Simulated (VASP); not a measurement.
Write the native input for VASP 6.6.1 that does the following.

```
Task                   : relaxation of the atoms
Functional             : rev-vdW-DF2
Potentials or basis    : VASP PAW PBE potentials, release 64 (Sn_d, S)
Cutoff                 : 520 eV
k mesh                 : 10 × 10 × 6
Occupations            : gaussian, width 0.05 eV
Spin                   : no spin polarisation
Further INCAR settings : ALGO = Normal; EDIFF = 1e-07; IBRION = 2; EDIFFG = -0.01; NSW = 40
```

The structure of SnS2 lies in POSCAR:

```
SnS2
1.0
    3.6390000000      0.0000000000      0.0000000000
   -1.8195000000      3.1514664400      0.0000000000
    0.0000000000      0.0000000000      5.8680000000
Sn S
1 2
Direct
    0.0000000000      0.0000000000      0.0000000000
    0.3333333300      0.6666666700      0.2500000000
    0.6666666700      0.3333333300      0.7500000000
```

One way to write it, as run:

INCAR

```
SYSTEM = SnS2
PREC     = Accurate       ! precision mode
ENCUT    = 520            ! plane-wave cutoff, eV
EDIFF    = 1E-7           ! SCF threshold, eV
ISMEAR   = 0              ! smearing method
SIGMA    = 0.05           ! smearing width, eV
LREAL    = .FALSE.        ! projectors in reciprocal space
LASPH    = .TRUE.         ! aspherical terms in the spheres
NELM     = 60             ! most SCF steps
ALGO     = Normal         ! electronic algorithm
ISIF     = 2              ! what is computed and relaxed
LWAVE    = .FALSE.        ! write WAVECAR
LCHARG   = .FALSE.        ! write CHGCAR
GGA      = MK             ! functional
LUSE_VDW = .TRUE.       
AGGAC    = 0.0          
PARAM1   = 0.1234       
PARAM2   = 0.711357     
ZAB_VDW  = -1.8867      
IBRION   = 2              ! ionic algorithm
NSW      = 40             ! ionic steps
EDIFFG   = -0.01          ! ionic threshold
KPAR     = 2
```

KPOINTS

```
regular mesh
0
G
  10 10 6
  0 0 0
```

Potentials or basis: VASP PAW PBE potentials, release 64 (Sn_d, S).

The run is started by

```console
$ cat potpaw_PBE.64/Sn_d/POTCAR potpaw_PBE.64/S/POTCAR > POTCAR
$ mpirun -np 2 vasp_std > vasp.out
```

It gave:

| Item | Value |
| --- | --- |
| Energy gained by relaxing | 3.6 meV/atom |
| Ionic steps | 3 |
| Pressure after relaxing | 1.5 GPa |
| Largest force after relaxing | 0.004 eV/Å |
| Band gap on the k mesh | 1.27 eV, indirect (least direct gap 1.83 eV) |

Caveat: the PAW data sets were made with another functional, which shifts forces and pressure a little; spin-orbit coupling is left out, which moves the levels of the heavy elements.

Run time: 4 min on 2 MPI ranks on Intel(R) Xeon(R) Platinum 8488C (Sapphire Rapids), on a shared host, peak memory 0.44 GiB a rank.
